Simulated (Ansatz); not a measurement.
# GaP: properties at the relaxed cell

An exercise on one series of results from a longer session: the logs are not shown, and one member is left open.

Method: DFT PBE, scalar-relativistic, plane waves, PAW, in Ansatz 0.2.0.

1 further run of the same task is left out (set aside as unsound or not needed).

## Starting point

The structure is cubic, space group F-43m (No. 216). The conventional cell has a = 5.505 Å, b = 5.505 Å, c = 5.505 Å, α = 90.00°, β = 90.00°, γ = 90.00°. Ga (site symmetry -43m) has 4 P at 2.38 Å as nearest neighbours. Around P (site symmetry -43m) lie 4 Ga at 2.38 Å.

As a file:

```xyz
2
Lattice="0.0000 2.7525 2.7525 2.7525 0.0000 2.7525 2.7525 2.7525 0.0000" Properties=species:S:1:pos:R:3 pbc="T T T"
Ga    0.0000    0.0000    0.0000
P     1.3763    1.3763    1.3763
```

It is the result of an earlier relaxation at this level (volume 20.85 Å³/atom; gap on the mesh: 1.58 eV).

The first run:

input.yaml

```yaml
crystal:
  lattice:
    - [0.0, 2.7525368107, 2.7525368107]
    - [2.7525368107, 0.0, 2.7525368107]
    - [2.7525368107, 2.7525368107, 0.0]
  atoms:
    - { symbol: Ga, position: [0.0, 0.0, 0.0] }
    - { symbol: P, position: [0.25, 0.25, 0.25] }
basis:
  ecutwfc: 420
kpoints:
  mp_grid: { grid: [8, 8, 8] }
  band_path:
    path:
      - [[0.0, 0.0, 0.0], [-0.5, -0.5, 0.0], [-0.375, -0.375, 0.25]]
      - [[-0.375, 0.0, 0.375], [0.0, 0.0, 0.0], [0.0, 0.0, 0.5], [-0.5, -0.25, 0.25], [-0.5, -0.5, 0.0]]
    npoints: 14
hamiltonian:
  xc: pbe
scf:
  occupations: { method: gaussian, width: 0.02 }
  n_extra_bands: 6
output:
  forces: true
  stress: true
  eigenvalues: true
  populations: true
  dos: { projected: true, de: 0.02, nscf_kmesh: { grid: [12, 12, 12] } }
  bader: true
  write_density: true
  write_potential: true
  elf: true
  volumetric_format: npy
```

The run is started by

```sh
$ ansatz run input.yaml --threads 1 --pin off --max-ram 2560MiB --backend cpu --events-out ev --progress --plain --runs-dir out
```

Steps of the session up to this table: Electronic structure at the relaxed geometry; Seeking the band edges over the whole zone; Eigenvalues a small step from each edge; The cell scaled to 0.97 of its volume; Volume × 1.03; The cell scaled to 0.94 of its volume; Point at V/V0 = 1.06.

One of the session's tables, all rows but one given; the rest of the session is left out.

It belongs to the step «Energy against volume». 

```
volume (Å³/atom)  energy above the lowest point (meV/atom)  pressure (GPa)  gap on the mesh (eV)
          19.603                                      20.5            5.52                  1.59
          20.229                                         ?               ?                     ?
          20.854                                       0.0            0.04                  1.58
          21.480                                       4.1           -2.09                  1.34
          22.106                                      15.9           -3.89                  1.12
```

**Question.** Estimate the row for volume (Å³/atom) = 20.229.

Worked estimate for «energy above the lowest point (meV/atom)». A straight line through the neighbours (19.603, 20.5) and (20.854, 0.0) gives 20.5 + (0.0 − 20.5) × (20.229 − 19.603) / (20.854 − 19.603) = 10.2; a parabola fitted to 3 rows on both sides gives 5.5.

**Answer.** energy above the lowest point (meV/atom): 4.9; pressure (GPa): 2.56; gap on the mesh (eV): 1.64. In «energy above the lowest point (meV/atom)» the line misses by +5.3 and the parabola by +0.6.

To keep in mind: The gap on the mesh goes from 1.59 eV at the smallest volume to 1.12 eV at the largest, through a peak of 1.64 eV between.
